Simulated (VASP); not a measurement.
A run of VASP 6.6.1 is set up as follows.

INCAR

```
ALGO = Normal
EDIFF = 1E-7
EDIFFG = -0.005
ENCUT = 600
IBRION = 2
ISIF = 3
ISMEAR = 0
LASPH = T
LCHARG = F
LREAL = F
LWAVE = F
NELM = 80
NSW = 90
PREC = Accurate
SIGMA = 0.02
```

Contents of KPOINTS:

```
k-points
0
Gamma
  10 10 10
```

POSCAR

```
SiC
1.0
    0.0000000000      2.1769966200      2.1769966200
    2.1769966200      0.0000000000      2.1769966200
    2.1769966200      2.1769966200      0.0000000000
Si C
1 1
Direct
    0.7500000000      0.7500000000      0.7500000000
    0.0000000000      0.0000000000      0.0000000000
```

Potentials or basis: VASP PAW LDA potentials, release 64 (Si, C).

Command:

```sh
$ cat potpaw_LDA.64/Si/POTCAR potpaw_LDA.64/C/POTCAR > POTCAR
$ mpirun -np 1 vasp_std > vasp.out
```

Q: Estimate the band gap on the k mesh.

A: 1.29 eV, indirect (least direct gap 4.52 eV).

Q: What does it give for the relaxed cell?

A: a = 3.062 Å, b = 3.062 Å, c = 3.062 Å, α = 60.00°, β = 60.00°, γ = 60.00°.

Q: What does it give for the relaxed volume?

A: 10.15 Å³/atom.

The path:
| step | energy change (eV) | largest force (eV/Å) | pressure (GPa) | volume (Å³) |
| --- | --- | --- | --- | --- |
| 1 | 0.0000 | 0.0000 | -3.60 | 20.63 |
| 2 | 0.0007 | 0.0000 | 4.13 | 19.95 |
| 3 | -0.0038 | 0.0000 | -0.01 | 20.30 |

A k mesh can miss the band edges. LDA gaps usually lie below the measured ones, often by a third to a half.
